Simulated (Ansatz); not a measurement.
## CdO (Monteponite): single point with PBE

The system is CdO (Monteponite).

```xyz
2
Lattice="0.0000 2.3495 2.3495 2.3495 0.0000 2.3495 2.3495 2.3495 0.0000" Properties=species:S:1:pos:R:3 pbc="T T T"
Cd    0.0000    0.0000    0.0000
O     2.3495    2.3495    2.3495
```

- Program: Ansatz 0.2.0
- Task: single point
- Functional: PBE
- Potentials or basis: Ansatz PAW
- Cutoff: 420 eV (not typed: the program's choice for these potentials)
- k mesh: 10 × 10 × 10
- Occupations: gaussian, width 0.024 eV
- Spin: no spin polarisation

- Pressure: 6.1 GPa
- Band gap on the k mesh: none (metal or under the smearing width)

Levels at points of the mesh, in eV from the Fermi level:
```tsv
k point	band 11	band 12	band 13	band 14	band 15	band 16
(0.00, 0.00, 0.00)	-1.38	-1.38	-1.38	-0.43	14.50	17.02
(0.00, 0.00, -0.50)	-3.82	-0.02	-0.02	4.42	7.31	11.86
(0.00, -0.50, -0.50)	-4.34	-2.34	-2.34	3.90	8.50	11.22
```

Wall time 0.96 s on 2 threads of Arm Neoverse V1, on a shared host, peak memory 0.28 GiB.

Caveat: the pressure holds a Pulay correction of +0.5 GPa for the finite cutoff; this crystal is a semiconductor, whose small gap the functional closes, so the metal is an error of the method.
